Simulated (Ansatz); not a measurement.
The system is NiO.

```xyz
2
Lattice="0.0000 2.0859 2.0859 2.0859 0.0000 2.0859 2.0859 2.0859 0.0000" Properties=species:S:1:pos:R:3 pbc="T T T"
Ni    0.0000    0.0000    0.0000
O     2.0859    2.0859    2.0859
```

Program: Ansatz 0.2.0. Alike in all runs: potentials or basis Ansatz PAW; spin collinear, ferromagnetic start; cell as given; smearing fermi-dirac 0.05 eV.

Problem. Order these runs on this cell by their band gap on the k mesh, lowest first.
A. level PBE; k mesh 4 × 4 × 4; cutoff (eV) 420; mesh quality coarse
B. level PBE+U; U Ni d U = 6 eV; k mesh 11 × 11 × 11; cutoff (eV) 420; points for each segment of the path 14; hubbard projectors ortho-atomic (the default); double counting fll (the default); mesh quality not flagged
C. level r2SCAN+U; U Ni d U = 6 eV; k mesh 11 × 11 × 11; cutoff (eV) 500; points for each segment of the path 14; hubbard projectors ortho-atomic (the default); double counting fll (the default); mesh quality not flagged

Solution. A (metal), B (2.16 eV), C (2.96 eV).

Caveats: some runs use coarse meshes; a cell with one magnetic atom can't hold antiferromagnetic order, which such compounds often take; the magnetic or orbital state may not be the lowest (some runs); semilocal functionals often make such compounds metallic where correlation or magnetic order opens a gap, which also shifts bond lengths (some runs).

A k mesh can miss the band edges, odd and even meshes differently.
